Two sheets of indium selenide lie one on the other, each four atomic planes thick: selenium, indium, indium, selenium. Strong bonds hold each sheet together, and only weak forces act between them. When an electron is removed from the top of the filled bands, the hole it leaves spreads over these eight planes. How much of it sits on the two selenium planes that face each other across the gap?

Two-layer InSe slab computed with Ansatz 0.2.0 using PBE+D3(BJ), PAW, a 420 eV plane-wave cutoff, a 21 × 21 × 1 k mesh and 0.05 eV Gaussian smearing, without spin polarization. Plane shares cover the states from −0.85 to 0 eV, measured from mid-gap, with every state counted as full; heights are measured from the top atom.

```
row  plane share  plane formula  plane height (Å)
  1        0.118             Se           -13.742
  2        0.109             In           -12.436
  3        0.110             In            -9.645
  4            ?             Se                 ?
  5            ?             Se                 ?
  6        0.115             In            -4.097
  7        0.114             In            -1.307
  8        0.124             Se             0.000
```

The rows run through the planes from the bottom up. The plane share is the part of the chosen electronic states that belongs to a plane, and the plane height is measured from the topmost plane. Energies count from the middle of the band gap, so the window takes in only the upper part of the filled bands. The functional used here makes band gaps too small. With a wider gap the same window would reach less far into these bands, and the shares could shift.

The six known planes carry similar amounts. The outer selenium planes hold 0.118 and 0.124, a little more than any of the indium planes shown. Each known plane of the upper sheet also holds about 5% more than its counterpart in the lower one. The stacking is polar, so top and bottom are not equivalent, and no symmetry forces their shares to be equal. The run also warned that its exchange-correlation potential is rough where the electron density is thin and that its highest levels are loosely converged, so differences this small need not all be physical.

A single sheet is the natural comparison. It has a mirror plane between its two indium planes, so its two selenium planes must carry equal shares. If a second sheet merely lay nearby without disturbing the electrons, the facing planes would copy the outer ones, at about 0.118 and 0.124.

Theory argues for more than that. Selenium has p orbitals whose lobes point out of the sheet, and across the gap the lobes of the two facing planes overlap. They can combine in phase, which lowers the energy, or out of phase, which raises it. The out-of-phase states come out on top, so a window that starts at the upper edge of the filled bands meets them first. The window used here stays close to that edge: it reaches about 0.27 eV below the highest filled level and holds 0.494 electrons per cell, about a quarter of what one full band holds.

The smallest model of this has one outer and one inner selenium orbital in each sheet. Let t be the strength of their coupling within the sheet and s that of the coupling between the two inner orbitals across the gap. In the out-of-phase combination each inner orbital behaves as if its energy were raised by s. The highest level E, counted from the energy of an outer orbital, and its weights are then

E = s/2 + √(s²/4 + t²)

inner weight / outer weight = (E/t)²

Without coupling across the gap, E equals t and the weights are equal. With it, E exceeds t and the state leans towards the gap. For the in-phase partner s changes sign, and the state leans outwards.

This gives the direction, but s and t are unknown, so the size has to come from bookkeeping. If the shares are fractions of one whole, all eight add to one. The known six add to 0.690, which leaves 0.310 for the facing pair. That is already well above the 0.242 of the outer pair, so the sum speaks against undisturbed sheets. To divide it, I assume that the upper sheet keeps the same advantage on every plane. The three known planes of the lower sheet add to 0.337, so row 4 should hold

0.310 × 0.337 / 0.690 = 0.151

The forecasts are therefore 0.151 ± 0.010 for row 4 and 0.159 ± 0.010 for row 5. Both would be the largest shares in the table, with row 5 slightly ahead. The ranges are a judgement of how unevenly the pair might divide its total; they do not cover a failure of the sum to one. The heights are a matter of geometry: equal selenium–indium spacings on both sides of a sheet give −8.34 and −5.40 Å, each within 0.03 Å.

The withheld rows as computed:

```
row  plane share  plane formula  plane height (Å)
  4        0.154             Se            -8.342
  5        0.156             Se            -5.399
```

Both shares fall within their ranges, at 0.154 and 0.156, and they are indeed the largest. The heights agree as well, as expected from the regular build of the sheets. The picture of undisturbed sheets fails clearly, with values more than a fifth too low for both facing planes. Yet it describes the six known planes just as well as the successful model does, so only the facing planes, or the sum to one that fixes their total, could separate the two.

The success has to be read with care. All eight shares do add to one, and this alone fixed the average of the two forecasts. What remained open was the division between the facing planes, and there the forecast did less well. It put row 5 ahead by about 0.007, while the calculation gives 0.002. The advantage of the upper sheet almost disappears at the gap.

Part of this evening-out may follow from the coupling itself, an argument made after the values were known. In the small model, coupling moves weight from the outer plane of a sheet to the facing one. As long as the coupling across the gap is weak, the difference between the two depends on the product of the amplitudes on the facing planes. That product is the same seen from either side, so the difference should be about equal in both sheets. The facing pair exceeds the outer pair by 0.068 in total. Adding half of this, 0.034, to 0.118 and 0.124 gives 0.152 and 0.158. This differs from the forecast by less than the last digit of the table, so it can't confirm the argument, and it is still too uneven. The sideways shift between the sheets, which gives the two facing planes different surroundings, may account for the rest; that is a guess.

As counted here, the upper filled states thus lean towards the gap: on average a facing selenium plane carries about 1.28 times as much as an outer one. That out-of-phase orbitals cause the lean is argued from theory. The way of counting could also contribute, because the lobes of the outer planes reach into the vacuum, where a count by atoms may catch less of them. The in-phase states would tell the two apart. Coupling should make them lean outwards, whereas a loss in the counting would still favour the facing planes.

A slab of silicon cut through its strong bonds behaves quite differently. Its broken bonds create states that are concentrated at the outermost planes and fade towards the interior. Indium selenide parts between its sheets and leaves no broken bonds, so its outer planes have no such states to hold. Together they carry about a quarter of the upper filled states, close to an even share for two planes out of eight.

The output below compares both pictures, each scaled by one factor fitted to the six known rows. Those rows also supplied the pattern itself, so the close agreement there is no test.

Printed output of the fit:

```
Sum of the six visible shares: 0.69
Left for the two withheld planes if all shares add to one: 0.31
Upper over lower layer, visible planes: 1.047
Forecast share of row 4: 0.1514
Forecast share of row 5: 0.1586
Judged half-width of each share forecast: 0.01
Forecast ratio of inner to outer Se shares: 1.281
States in the window times number of mesh points: 218
Forecast height step between the facing Se planes (angstrom): 2.935
fit of plane_share on 6 rows: coefficient of pred 1 +/- 0.00053; rms 0.000138, worst 1 0.000194, leave-one-out rms 0.000167
  rows outside the fit (model, value, miss): 4 0.1514, 0.154, -0.00259; 5 0.1586, 0.156, 0.00259
fit of plane_share on 6 rows: coefficient of flat 1 +/- 0.00053; rms 0.000138, worst 1 0.000194, leave-one-out rms 0.000167
  rows outside the fit (model, value, miss): 4 0.1182, 0.154, -0.0358; 5 0.1238, 0.156, -0.0322
fit of plane_height on 6 rows: coefficient of hs 1 +/- 0; rms 0, worst 1 0, leave-one-out rms 1.67e-15
  rows outside the fit (model, value, miss): 4 -8.339, -8.342, 0.003; 5 -5.404, -5.399, -0.005
Sum of all eight shares after the reveal: 1
Computed ratio of inner to outer Se shares after the reveal: 1.281
Computed row 5 over row 4 after the reveal: 1.013
```
